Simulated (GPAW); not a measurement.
Runs of GPAW 26.7.0 on CoO. Symmetry: Fm-3m, No. 225, cubic system. Conventional cell: a = 4.263 Å, b = 4.263 Å, c = 4.263 Å, α = 90.00°, β = 90.00°, γ = 90.00°. Around Co (site symmetry m-3m) lie 6 O at 2.13 Å. O (site symmetry m-3m) has 6 Co at 2.13 Å as nearest neighbours. 

```tsv
task	level	potentials or basis	U	cell	smearing	optimizer	fmax	max steps	convergence	band path	gap on the mesh (eV)	pressure (GPa)	moment (μB)	relaxed volume (Å³/atom)
relaxation of cell and atoms	RPBE+D3(BJ)	the program's PAW data sets (release 1.2.1) made for this functional, pw	-	relaxed	fermi-dirac 0.05 eV	LBFGS	0.02 eV/Å	60	density=1e-05 forces=0.0001	-	none	0.2	2.91	(c)
band structure	r2SCAN	GPAW PAW data sets (gpaw-data 1.2.1), pw	-	as given	fermi-dirac 0.05 eV	-	-	-	-	GXWKGLUWLK,UX	-	-6.4	3.00	-
single point	PBE	GPAW PAW data sets (gpaw-data 1.2.1), pw	-	as given	gaussian 0.026 eV	-	-	-	-	-	none	-1.1	2.98	-
band structure	PBEsol+U	PAW data sets generated in the run's folder for this functional, pw	Co d U = 1 eV	as given	fermi-dirac 0.05 eV	-	-	-	-	GXWKGLUWLK,UX	-	-9.1	3.00	-
band structure	revPBE	the program's PAW data sets (release 1.2.1) made for this functional, pw	-	as given	fermi-dirac 0.05 eV	-	-	-	-	GXWKGLUWLK,UX	-	(a)	2.95	-
relaxation of cell and atoms	BLYP+D4	PAW data sets generated in the run's folder for this functional, pw	-	relaxed	fermi-dirac 0.05 eV	FIRE	0.02 eV/Å	40	density=1e-05 forces=0.0001	-	none	-0.3	2.80	(b)
band structure	PBEsol+U	PAW data sets generated in the run's folder for this functional, pw	Co d U = 4 eV	as given	fermi-dirac 0.05 eV	-	-	-	-	GXWKGLUWLK,UX	-	-7.4	3.00	-
single point	PBE	GPAW PAW data sets (gpaw-data 1.2.1), pw	-	as given	gaussian 0.02 eV	-	-	-	-	-	none	-1.1	2.99	-
relaxation of cell and atoms	LDA	the program's PAW data sets (release 1.2.1) made for this functional, pw	-	relaxed	fermi-dirac 0.05 eV	BFGS	0.02 eV/Å	40	density=1e-05 forces=0.0001	-	none	0.2	2.21	8.53
single point	PBE	GPAW PAW data sets (gpaw-data 1.2.1), pw	-	as given	gaussian 0.025 eV	-	-	-	-	-	none	-1.1	2.98	-
band structure	PBEsol+U	PAW data sets generated in the run's folder for this functional, pw	Co d U = 8 eV	as given	fermi-dirac 0.05 eV	-	-	-	-	GXWKGLUWLK,UX	-	-4.8	3.00	-
single point	PBE	GPAW PAW data sets (gpaw-data 1.2.1), pw	-	as given	gaussian 0.022 eV	-	-	-	-	-	none	-1.1	2.99	-
```

Alike in all rows: spin collinear, ferromagnetic start; k mesh 11 × 11 × 11; cutoff (eV) 800.

Q: Estimate the missing entries.

A: (a) 3.1; (b) 9.63; (c) 9.48.

Caveats: a cell with one magnetic atom can't hold antiferromagnetic order, which such compounds often take; semilocal functionals often make such compounds metallic where correlation or magnetic order opens a gap, which also shifts bond lengths (some runs); each step starts from the last one's moments, so a moment once lost doesn't come back (some runs); later steps reuse the first step's grids (some runs); pairwise dispersion overbinds metals, which lowers pressure and volume (some runs); the PAW data sets were made with another functional, which shifts forces and pressure a little (some runs); the volume moved by -12 % from the deposited cell, more than functionals usually miss (some runs).

A k mesh can miss the band edges.

A gap of «none» marks a metal or a gap under the smearing width.

Not every run made on this cell is shown here.
